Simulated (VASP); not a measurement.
# CaO (P6_3/mmc) in VASP: single point with r2SCAN

Aim: the single point of CaO with r2SCAN.

Everything below comes from runs of VASP 6.6.1. Logs are shortened: lines on timing, memory, paths and dates and some standing lists are left out, and cuts for length are marked.

## (1) Starting point

The structure is hexagonal, space group P6_3/mmc (No. 194). The conventional cell has a = 3.956 Å, b = 3.956 Å, c = 4.743 Å, α = 90.00°, β = 90.00°, γ = 120.00°. Around Ca (site symmetry -6m2) lie 5 O at 2.28 to 2.37 Å. Around O (site symmetry -6m2) lie 5 Ca at 2.28 to 2.37 Å.

The cell comes from a database or a generator and needn't be the stable form of this composition.

## (2) Single point, r2SCAN

File POSCAR:

```
CaO
1.0
    3.9563110523      0.0000000000      0.0000000000
   -1.9781555261      3.4262658765      0.0000000000
    0.0000000000      0.0000000000      4.7431805672
Ca O
2 2
Direct
    0.3333333333      0.6666666667      0.7500000000
    0.6666666667      0.3333333333      0.2500000000
    0.3333333333      0.6666666667      0.2500000000
    0.6666666667      0.3333333333      0.7500000000
```

File INCAR.step1:

```
  ALGO = Normal
  EDIFF = 1E-4
  ENCUT = 520
  GGA = PE
  ISMEAR = 0
  LASPH = T
  LCHARG = F
  LREAL = F
  LWAVE = T
  NBANDS = 24
  NELM = 100
  PREC = Accurate
  SIGMA = 0.02
```

File INCAR.step2:

```
  ALGO = Normal
  EDIFF = 1E-6
  ENCUT = 520
  ISIF = 2
  ISMEAR = 0
  ISTART = 1
  LASPH = T
  LCHARG = F
  LMIXTAU = T
  LREAL = F
  LWAVE = F
  METAGGA = R2SCAN
  NBANDS = 24
  NELM = 100
  PREC = Accurate
  SIGMA = 0.02
```

File KPOINTS:

```
k-points
0
Gamma
  9 9 6
```

Potentials or basis: VASP PAW PBE potentials, release 64 (Ca_sv, O).

On the command line:

```sh
$ cat potpaw_PBE.64/Ca_sv/POTCAR potpaw_PBE.64/O/POTCAR > POTCAR
$ cp INCAR.step1 INCAR
$ mpirun -np 1 vasp_std > vasp.out
$ cp INCAR.step2 INCAR
$ mpirun -np 1 vasp_std > vasp.out
```

OUTCAR:

```text
EDIFF = 1E-6
   ENCUT = 520
   ISIF = 2
   ISMEAR = 0
   ISTART = 1
   LASPH = T
   LREAL = F
   METAGGA = R2SCAN
   NELM = 100
   PREC = Accurate

 ion  position               nearest neighbor table
   1  0.333  0.667  0.750-   4 2.28   4 2.28   4 2.28   3 2.37   3 2.37
   2  0.667  0.333  0.250-   3 2.28   3 2.28   3 2.28   4 2.37   4 2.37
   3  0.333  0.667  0.250-   2 2.28   2 2.28   2 2.28   1 2.37   1 2.37
   4  0.667  0.333  0.750-   1 2.28   1 2.28   1 2.28   2 2.37   2 2.37

  LATTYP: Found a hexagonal cell.
 ALAT       =     3.9563110523
 C/A-ratio  =     1.1988896991

  Lattice vectors:

 A1 = (   3.9563110523,   0.0000000000,   0.0000000000)
 A2 = (  -1.9781555261,   3.4262658765,   0.0000000000)
 A3 = (   0.0000000000,   0.0000000000,   4.7431805672)

Analysis of symmetry for initial positions (statically):
=====================================================================
 Subroutine PRICEL returns:
 Original cell was already a primitive cell.

 Routine SETGRP: Setting up the symmetry group for a
 hexagonal supercell.

 Subroutine GETGRP returns: Found 24 space group operations
 (whereof 12 operations were pure point group operations)
 out of a pool of 24 trial point group operations.

The static configuration has the point symmetry D_3d.
 The point group associated with its full space group is D_6h.

Analysis of symmetry for dynamics (positions and initial velocities):
=====================================================================
 Subroutine PRICEL returns:
 Original cell was already a primitive cell.

 Routine SETGRP: Setting up the symmetry group for a
 hexagonal supercell.

 Subroutine GETGRP returns: Found 24 space group operations
 (whereof 12 operations were pure point group operations)
 out of a pool of 24 trial point group operations.

The dynamic configuration has the point symmetry D_3d.
 The point group associated with its full space group is D_6h.

 Subroutine INISYM returns: Found 24 space group operations
 (whereof 12 operations are pure point group operations),
 and found     1 'primitive' translations

----------------------------------------------------------------------------------------

                                     Primitive cell

  volume of cell :      64.2956

  direct lattice vectors                    reciprocal lattice vectors
     3.956311052  0.000000000  0.000000000     0.252760712  0.145931465  0.000000000
    -1.978155526  3.426265877  0.000000000     0.000000000  0.291862931  0.000000000
     0.000000000  0.000000000  4.743180567     0.000000000  0.000000000  0.210828997

  length of vectors
     3.956311052  3.956311052  4.743180567     0.291862931  0.291862931  0.210828997

  position of ions in fractional coordinates (direct lattice)
     0.333333333  0.666666667  0.750000000
     0.666666667  0.333333333  0.250000000
     0.333333333  0.666666667  0.250000000
     0.666666667  0.333333333  0.750000000

  ion indices of the primitive-cell ions
   primitive index   ion index
                 1           1
                 2           2
                 3           3
                 4           4

----------------------------------------------------------------------------------------

 KPOINTS: k-points

Automatic generation of k-mesh.
 Grid dimensions read from file:
 generate k-points for:    9    9    6

 Generating k-lattice:

  Cartesian coordinates                     Fractional coordinates (reciprocal lattice)
     0.028084524  0.016214607  0.000000000     0.111111111  0.000000000  0.000000000
     0.000000000  0.032429215  0.000000000     0.000000000  0.111111111  0.000000000
     0.000000000  0.000000000  0.035138166     0.000000000  0.000000000  0.166666667

  Length of vectors
     0.032429215  0.032429215  0.035138166

  Shift w.r.t. Gamma in fractional coordinates (k-lattice)
     0.000000000  0.000000000  0.000000000

 Subroutine IBZKPT returns following result:
 ===========================================

 Found     48 irreducible k-points:

 Following reciprocal coordinates:
            Coordinates               Weight
  0.000000  0.000000  0.000000      1.000000
  0.111111  0.000000  0.000000      6.000000
  0.222222 -0.000000  0.000000      6.000000
  0.333333  0.000000  0.000000      6.000000
  0.444444 -0.000000  0.000000      6.000000
  0.111111  0.111111  0.000000      6.000000
[... 16 lines left out ...]
  0.333333  0.222222  0.166667     24.000000
  0.333333  0.333333  0.166667      4.000000
 [... further k-points ...]
   k-points           NKPTS =     48   k-points in BZ     NKDIM =     48   number of bands    NBANDS=     24
   number of dos      NEDOS =    301   number of ions     NIONS =      4
   total plane-waves  NPLWV =  32400
   dimension x,y,z NGX =    30 NGY =   30 NGZ =   36
   dimension x,y,z NGXF=    60 NGYF=   60 NGZF=   72
   ions per type =               2   2
   NGX,Y,Z   is equivalent  to a cutoff of  12.61, 12.61, 12.62 a.u.
   NGXF,Y,Z  is equivalent  to a cutoff of  25.21, 25.21, 25.24 a.u.
 SYSTEM =  unknown system
   PREC   = accura    normal or accurate (medium, high low for compatibility)
   ISTART =      1    job   : 0-new  1-cont  2-samecut
   ICHARG =      0    charge: 1-file 2-atom 10-const
   ISPIN  =      1    spin polarized calculation?
   LNONCOLLINEAR =      F non collinear calculations
   LSORBIT =      F    spin-orbit coupling
   LASPH  =      T    aspherical Exc in radial PAW
   ENCUT  =  520.0 eV  38.22 Ry    6.18 a.u.   7.36  7.36  8.82*2*pi/ulx,y,z
   NELM   =    100;   NELMIN=  2; NELMDL=  0     # of ELM steps
   EDIFF  = 0.1E-05   stopping-criterion for ELM
   LREAL  =      F    real-space projection
   EDIFFG = 0.1E-04   stopping-criterion for IOM
   NSW    =      0    number of steps for IOM
   IBRION =     -1    ionic relax: 0-MD 1-quasi-New 2-CG
   NFREE  =      0    steps in history (QN), initial steepest desc. (CG)
   ISIF   =      2    stress and relaxation
   ISYM   =      2    0-nonsym 1-usesym 2-fastsym
   POTIM  = 0.5000    time-step for ionic-motion
   TEBEG  =    0.0;   TEEND  =   0.0 temperature during run
   PSTRESS=    0.0 pullay stress
   NELECT =      32.0000    total number of electrons
   NUPDOWN=      -1.0000    fix difference up-down
   EMIN   =  10.00;   EMAX   =-10.00  energy-range for DOS
   EFERMI =   0.00;   METHOD = LEGACY
   ISMEAR =     0;   SIGMA  =   0.02  broadening in eV -4-tet -1-fermi 0-gaus
   EFERMI_NEDOS =   21; number of points for ismear=-14 and -15
   IALGO  =     38    algorithm
   IMIX   =      4    mixing-type and parameters
     AMIX     =   0.40;   BMIX     =  1.00
     AMIX_MAG =   1.60;   BMIX_MAG =  1.00
  volume/ion in A,a.u.               =      16.07       108.47
  Fermi-wavevector in a.u.,A,eV,Ry     =   1.297372  2.451677 22.900966  1.683173
  Thomas-Fermi vector in A             =   2.428768
   LORBIT       =      0    0 simple, 1 ext, 2 COOP (PROOUT), +10 PAW based schemes
   METAGGA = R2SCAN    functional components
   LHFCALC =     F    Hartree Fock is set to
   AEXX    =    0.0000 exact exchange contribution
   IVDW    =     0    specifies the selected vdW correction
   LEPSILON=     F    determine dielectric tensor
   LRPA    =     F    only Hartree local field effects (RPA)
 non-spin polarized calculation
 Gauss-broadening in eV      SIGMA  =   0.02
  energy-cutoff  :      520.00
  volume of cell :       64.30
 maximum number of plane-waves:      1757
 NGX is ok and might be reduce to    30
   NGX = 15   NGY = 15   NGZ = 17

 number of electron      31.9999983 magnetization

 Free energy of the ion-electron system (eV)
  ---------------------------------------------------
  ext. energy  EPLUGINS =         0.00000000
  ---------------------------------------------------
  free energy    TOTEN  =       -38.47228461 eV

  energy without entropy =      -38.47228461  energy(sigma->0) =      -38.47228461

 E-fermi :   1.2387     XC(G=0): -10.0874

 val. band max:        1.1296618371   @ k =   0.0000   0.0000   0.0000
 cond. band min:       4.8073615304   @ k =   0.0000   0.0000   0.0000
 fundamental gap:      3.6776996933
 Fermi energy:         1.2386565943

 k-point     1 :       0.0000    0.0000    0.0000
  band No.  band energies     occupation
      1     -37.8148      2.00000
      2     -37.6696      2.00000
      3     -18.3097      2.00000
      4     -18.0411      2.00000
      5     -18.0411      2.00000
      6     -17.8291      2.00000
[... 16 lines left out ...]
     23      10.3629      0.00000
     24      10.5482      0.00000

 k-point     2 :       0.1111    0.0000    0.0000
  band No.  band energies     occupation
      1     -37.8091      2.00000
      2     -37.6717      2.00000
      3     -18.2916      2.00000
      4     -18.1163      2.00000
      5     -18.0532      2.00000
      6     -17.9211      2.00000
[... 16 lines left out ...]
     23      10.1706      0.00000
     24      10.4524      0.00000

 k-point     3 :       0.2222   -0.0000    0.0000
  band No.  band energies     occupation
      1     -37.7936      2.00000
      2     -37.6781      2.00000
      3     -18.2910      2.00000
      4     -18.2409      2.00000
      5     -18.1249      2.00000
      6     -18.0821      2.00000
[... 16 lines left out ...]
     23      10.1953      0.00000
     24      10.2641      0.00000
[... 514 lines left out ...]
 k-point    23 :       0.3333    0.2222    0.1667
  band No.  band energies     occupation
      1     -37.7398      2.00000
      2     -37.7111      2.00000
      3     -18.6786      2.00000
      4     -18.6175      2.00000
      5     -18.1766      2.00000
      6     -17.9475      2.00000
[... 16 lines left out ...]
     23      10.4585      0.00000
     24      10.8564      0.00000

 k-point    24 :       0.3333    0.3333    0.1667
  band No.  band energies     occupation
      1     -37.7245      2.00000
      2     -37.7245      2.00000
      3     -18.6642      2.00000
      4     -18.6642      2.00000
      5     -18.2014      2.00000
      6     -17.8884      2.00000
[... 16 lines left out ...]
     23      10.4895      0.00000
     24      10.9055      0.00000

 [... further k-points ...]

------------------------ aborting loop because EDIFF is reached ----------------------------------------

  FORCE on cell =-STRESS in cart. coord.  units (eV):
  Direction    XX          YY          ZZ          XY          YZ          ZX
  --------------------------------------------------------------------------------------
  -------------------------------------------------------------------------------------
  Total        1.1204078      1.1204078      1.1462490      0.0000000      0.0000000      0.0000000
  in kB       27.9193676     27.9193676     28.5633009      0.0000000      0.0000000      0.0000000
  external PRESSURE =      28.1340120 kB  Pullay stress =       0.0000000 kB

 VOLUME and BASIS-vectors are now :
 -----------------------------------------------------------------------------
  energy-cutoff  :      520.00
  volume of cell :       64.30
      direct lattice vectors                 reciprocal lattice vectors
     3.956311052  0.000000000  0.000000000     0.252760712  0.145931465  0.000000000
    -1.978155526  3.426265877  0.000000000     0.000000000  0.291862931  0.000000000
     0.000000000  0.000000000  4.743180567     0.000000000  0.000000000  0.210828997

 POSITION                                       TOTAL-FORCE (eV/Angst)
 -----------------------------------------------------------------------------------
     -0.00000      2.28418      3.55739        -0.000000      0.000000      0.000000
      1.97816      1.14209      1.18580        -0.000000      0.000000      0.000000
     -0.00000      2.28418      1.18580        -0.000000      0.000000      0.000000
      1.97816      1.14209      3.55739         0.000000     -0.000000      0.000000
 -----------------------------------------------------------------------------------
    total drift:                               -0.000000      0.000000     -0.000000

  FREE ENERGIE OF THE ION-ELECTRON SYSTEM (eV)
  ---------------------------------------------------
  free  energy   TOTEN  =       -38.4722846097 eV

  energy  without entropy=      -38.4722846097  energy(sigma->0) =      -38.47228461
```

Run time: 2.5 min. Hardware: 1 thread of AMD EPYC 9R45 (Zen 5), shared host; peak memory 0.18 GiB.

What came out:

- Free energy: -38.4723 eV
- Pressure: 2.8 GPa
- Band gap on the k mesh: 3.68 eV, direct

Levels at points of the mesh, in eV from the valence-band top:
| k point | band 14 | band 15 | band 16 | band 17 | band 18 | band 19 |
| --- | --- | --- | --- | --- | --- | --- |
| (0.00, 0.00, 0.00) | -1.20 | -1.07 | 0.00 | 3.68 | 6.87 | 6.87 |
| (0.00, 0.00, 0.50) | -1.33 | -1.33 | -1.33 | 5.52 | 5.52 | 8.59 |

Caveat: the PAW data sets were made with another functional, which shifts forces and pressure a little; an odd mesh through Γ misses points on the zone boundary, where band edges often lie.
